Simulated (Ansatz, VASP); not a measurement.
**Two plane-wave programs on Si**

```
CELL_PARAMETERS angstrom
0.00000 2.73476 2.73476
2.73476 0.00000 2.73476
2.73476 2.73476 0.00000
ATOMIC_POSITIONS crystal
Si 0.50000 0.50000 0.50000
Si 0.75000 0.75000 0.75000
```

Alike in both runs: functional PBE; k mesh 10 × 10 × 10; occupations gaussian, width 0.02 eV; no spin polarisation.

Ansatz relaxed the structure, and its values are those at the end. VASP's run is a single point on that final structure, the one shown.

|  | VASP | Ansatz |
| --- | --- | --- |
| version | VASP 6.6.1 | Ansatz 0.2.0 |
| potentials or method | VASP PAW PBE potentials, release 64 (Si) | scalar-relativistic, plane waves, PAW |
| plane-wave cutoff (eV) | 520 | 420 |
| valence electrons in the cell | 8 | 8 |

VASP gave:

| Quantity | Value |
| --- | --- |
| gap on the k mesh at the Fermi level (eV) | 0.62 |
| least direct gap on the mesh (eV) | 2.56 |
| pressure (GPa) | 0.0 |

What did Ansatz give for the same quantities?

gap on the k mesh at the Fermi level (eV): 0.62; least direct gap on the mesh (eV): 2.55; pressure (GPa): 0.0.

A k mesh can miss the band edges.
